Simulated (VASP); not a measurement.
# Settings for AlRu: self-consistent run

AlRu, P4mm (no. 99), 2 atoms in the cell. VdW-DF-cx; PAW potentials Ru_pv, Al (PBE set). VASP 6.6.1. The cell is changed on purpose: last atom moved by 0.05 Å along z, cell strained by +1.0% along z.

Wanted: stress within 1 GPa.

What the run is for: stress; Accuracy asked: screening.

POSCAR:
```
AlRu
1.0
    2.9916000000      0.0000000000      0.0000000000
    0.0000000000      2.9916000000      0.0000000000
    0.0000000000      0.0000000000      3.0215160000
Ru Al
1 1
Direct
    0.5000000000      0.5000000000      0.5000000000
    0.0000000000      0.0000000000      0.0167134600
```

The series start from Plane-wave cutoff (eV): 310; Smearing width (eV): 0.07; k-point mesh: 12 × 12 × 12; Precision mode (PREC): Accurate; Electronic threshold (eV): 1e-6; Aspherical gradient terms in the spheres (LASPH): yes. Each series keeps the choices made before it, and each single choice may use up half of a tolerance.

## Plane-wave cutoff (eV)

| Plane-wave cutoff (eV) | Stress, largest deviation (GPa) | SCF iterations | Time (s) |
|---|---|---|---|
| 190 | 73.7 | 11 | 5.9 |
| 240 | 5.7 | 12 | 8.3 |
| 280 | 0.2 | 12 | 9.9 |
| 310 | 0.5 | 12 | 18 |
| 360 | 0.8 | 11 | 25 |
| 420 | 0.2 | 11 | 19 |
| 500 | 0.0 | 11 | 30 |
| 620 (reference) | 0.0 | 11 | 34 |

Chosen: 420, the loosest value from which every tighter one stays within half of the tolerance.

## Smearing width (eV)

| Smearing width (eV) | Stress, largest deviation (GPa) | SCF iterations | Time (s) |
|---|---|---|---|
| 0.3 | 0.3 | 12 | 31 |
| 0.2 | 0.1 | 12 | 25 |
| 0.15 | 0.1 | 11 | 28 |
| 0.1 | 0.0 | 11 | 27 |
| 0.07 | 0.0 | 11 | 19 |
| 0.04 (reference) | 0.0 | 11 | 25 |

Chosen: 0.3.

## k-point mesh

| k-point mesh | Stress, largest deviation (GPa) | SCF iterations | Time (s) |
|---|---|---|---|
| 4 × 4 × 4 | 2.7 | 11 | 10 |
| 5 × 5 × 5 | 0.9 | 12 | 12 |
| 7 × 7 × 6 | 0.9 | 12 | 14 |
| 8 × 8 × 8 | 0.4 | 12 | 17 |
| 10 × 10 × 10 | 0.1 | 12 | 21 |
| 12 × 12 × 12 | 0.2 | 12 | 31 |
| 15 × 15 × 14 | 0.0 | 11 | 37 |
| 17 × 17 × 17 | 0.0 | 11 | 43 |
| 21 × 21 × 20 (reference) | 0.0 | 11 | 71 |

Chosen: 8 × 8 × 8.

## Precision mode (PREC)

| Precision mode (PREC) | Stress, largest deviation (GPa) | SCF iterations | Time (s) |
|---|---|---|---|
| Low | 0.1 | 12 | 5.1 |
| SingleN | 0.1 | 12 | 5.4 |
| Normal | 0.0 | 12 | 7.0 |
| Accurate (reference) | 0.0 | 12 | 17 |

Chosen: Low.

## Electronic threshold (eV)

| Electronic threshold (eV) | Stress, largest deviation (GPa) | SCF iterations | Time (s) |
|---|---|---|---|
| 0.001 | 0.2 | 9 | 5.1 |
| 0.0001 | 0.2 | 10 | 5.0 |
| 1e-5 | 0.1 | 10 | 4.7 |
| 1e-6 | 0.0 | 12 | 5.1 |
| 1e-7 | 0.0 | 14 | 6.1 |
| 1e-8 (reference) | 0.0 | 15 | 6.1 |

Chosen: 0.001.

## Aspherical gradient terms in the spheres (LASPH)

| Aspherical gradient terms in the spheres (LASPH) | Stress, largest deviation (GPa) | SCF iterations | Time (s) |
|---|---|---|---|
| yes | 0.0 | 9 | 5.1 |
| no | 0.0 | 9 | 3.7 |

Chosen: yes; no other choice that stays within half of the tolerance saves 30 % of the time.

## All choices together

| Input | Stress, largest deviation (GPa) | Time (s) |
|---|---|---|
| the program's defaults (naive) | 5.2 | 2.2 |
| chosen settings | 0.4 | 5.1 |
| reference settings throughout | 0.0 | 149 |

The tolerance is met.

Values of the reference run: Stress: -3.214, 0, 0, 0, -3.214, 0, 0, 0, -4.85 GPa.

## The input

INCAR:
```
  GGA = CX
  LUSE_VDW = True
  AGGAC = 0.0
  ISMEAR = 0
  SIGMA = 0.3
  LWAVE = False
  LCHARG = False
  ISIF = 2
  PREC = Low
  LASPH = True
  LREAL = False
  ALGO = Normal
  EDIFF = 0.001
  NELM = 120
  GGA_COMPAT = False
  ENCUT = 420
```

KPOINTS:
```
Automatic mesh
0
Gamma
  8 8 8
  0 0 0
```

Commands:
```
cat potpaw_PBE.64/Ru_pv/POTCAR potpaw_PBE.64/Al/POTCAR > POTCAR
mpirun -np 1 vasp_std > vasp.out
```

The chosen input took VASP 6.6.1 5.1 s on 1 core (Intel Xeon 6975P-C (Granite Rapids)), a shared host.

## An input that fails: too few bands

VASP's message: The number of bands is not sufficient to hold all electrons. I am sorry, but this calculation does not make sense. If you want to calculate only selected states, you need to set either EFERMI or EREF. EREF specifies around which energy states are supposed to be calculated. I found NBANDS = 7, NELECT = ….

Changes against the starting input:
```
- NELM = 120
+ NELM = 77
+ NBANDS = 7
```
